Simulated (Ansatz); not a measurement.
Input and command of a plane-wave DFT calculation in Ansatz:

```yaml
crystal:
  lattice:
    - [-4.5137437563, 3.9321225458, 2.3505936967]
    - [4.5137437563, -3.9321225458, 2.3505936967]
    - [4.5137437563, 3.9321225458, -2.3505936967]
  atoms:
    - { symbol: C, position: [0.8500618289, 0.592368792, 0.4417377008] }
    - { symbol: C, position: [0.1506310912, 0.4083241281, 0.5582622992] }
    - { symbol: C, position: [0.8500618289, 0.9083241281, 0.7576930369] }
    - { symbol: C, position: [0.1506310912, 0.092368792, 0.2423069631] }
    - { symbol: O, position: [0.9267102504, 0.7697968683, 0.2731946246] }
    - { symbol: O, position: [0.0592156538, 0.0592156538, 0.0] }
    - { symbol: O, position: [0.4966022437, 0.2697968683, 0.3430866179] }
    - { symbol: O, position: [0.4966022437, 0.6535156257, 0.7268053754] }
    - { symbol: O, position: [0.1217836508, 0.272197912, 0.3495857389] }
    - { symbol: O, position: [0.9226121731, 0.772197912, 0.6504142611] }
    - { symbol: O, position: [0.0592156538, 0.5592156538, 0.5] }
    - { symbol: O, position: [0.9267102504, 0.1535156257, 0.6569133821] }
basis:
  ecutwfc: 420
kpoints:
  mp_grid: { grid: [6, 6, 6] }
hamiltonian:
  xc: pbe
scf:
  occupations: { method: gaussian, width: 0.1 }
output:
  forces: true
  stress: true
  eigenvalues: true
relax:
  adjacent_minimum: "off"
  f_tol: 0.05
  max_steps: 60
  cell: { stress_tol: 0.5 }
```

```bash
ansatz run input.yaml --threads 2 --pin off --max-ram 5120MiB --backend cpu --events-out ev --progress --plain --runs-dir out
```

Processor: Arm Neoverse V2, 2 threads, on a host shared with other jobs.

**Question.** How long does it run, and how much memory does it take?

**Answer.** About 3.2 min on 2 threads of Arm Neoverse V2 (shared host), peak memory 0.63 GiB. It solves 44 bands at 46 k points (the mesh reduced by symmetry) with about 2231 plane waves (on the last cell), in 73 SCF iterations over 12 ionic steps.
